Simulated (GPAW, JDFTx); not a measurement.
This is a calculation of SrCl2 for GPAW 26.7.0 (ASE script). Atoms were shifted at random by some hundredths of an Å from the given cell, which wasn't relaxed again for these runs. 

run.py

```python
from ase import Atoms
from ase.dft.bandgap import bandgap
from ase.io import write
from ase.units import GPa
from gpaw import GPAW, PW, setup_paths

setup_paths.insert(0, '.')

atoms = Atoms(['Sr', 'Cl', 'Cl'],
              cell=[[0.0, 3.48835, 3.48835],
                    [3.48835, 0.0, 3.48835],
                    [3.48835, 3.48835, 0.0]],
              scaled_positions=[[-0.009724, -0.000224, -0.000708],
                                [0.749412, 0.755929, 0.748805],
                                [0.260375, 0.250314, 0.244468]],
              pbc=True)

calc = GPAW(mode=PW(600),
            xc='PBEsol',
            kpts={'size': (7, 7, 7), 'gamma': True},
            occupations={'name': 'fermi-dirac', 'width': 0.05},
            nbands=22,
            convergence={'density': 1e-05, 'energy': 1e-05},
            maxiter=150,
            txt='gpaw.txt')
atoms.calc = calc
energy = atoms.get_potential_energy()
forces = atoms.get_forces()
stress = atoms.get_stress()
calc.write('gs.gpw')
write('result.traj', atoms)
print(f'Energy: {energy:.6f} eV')
print('Forces (eV/A):')
print(forces.round(4))
print('Stress (GPa):', (stress / GPa).round(3))
print('Fermi level:', round(calc.get_fermi_level(), 4), 'eV')
print(f'Gap: {bandgap(calc)[0]:.4f} eV, direct: {bandgap(calc, direct=True)[0]:.4f} eV')
```

Potentials or basis: PAW data sets generated in the run's folder for this functional, pw.

Launch:

```sh
$ gpaw-setup -f PBEsol Cl Sr
$ OMP_NUM_THREADS=1 python run.py
```

Set up the same calculation for JDFTx 1.7.0 (patched build). Potentials or basis there: PseudoDojo-SR-PBEsol-0.4.1-standard with smoothed tails, cutoff 925 eV.

As run (cutoffs and basis follow the program's own potentials, and thresholds, step limits or extra output files can differ):

SrCl2.in

```
lattice \
    0.0000000000     6.5920261268     6.5920261268 \
    6.5920261268     0.0000000000     6.5920261268 \
    6.5920261268     6.5920261268     0.0000000000
coords-type Lattice
ion Sr    -0.0097240000    -0.0002240000    -0.0007080000 1
ion Cl     0.7494120000     0.7559290000     0.7488050000 1
ion Cl     0.2603750000     0.2503140000     0.2444680000 1

ion-species pseudo/Sr.upf
ion-species pseudo/Cl.upf
elec-cutoff 34 272
elec-ex-corr gga-PBEsol
kpoint-folding 7 7 7
elec-smearing Fermi 0.0018374661
elec-n-bands 18
electronic-SCF nIterations 100 energyDiffThreshold 1e-09
electronic-minimize nIterations 30 energyDiffThreshold 1e-7
converge-empty-states yes
forces-output-coords Cartesian

dump-name run.$VAR
dump End Ecomponents EigStats BandEigs Kpoints Forces Stress
```

Potentials or basis: PseudoDojo-SR-PBEsol-0.4.1-standard with smoothed tails.

The run is started by

```sh
$ jdftx -c 1 -i SrCl2.in -o SrCl2.out
```

Both were run:

|  | GPAW | JDFTx |
| --- | --- | --- |
| Pressure | -0.9 GPa | -1.0 GPa |
| Largest force | 0.202 eV/Å | 0.195 eV/Å |
| Energy over the undisturbed cell | 3.2 meV/atom | 3.1 meV/atom |

Pressure is positive in compression.
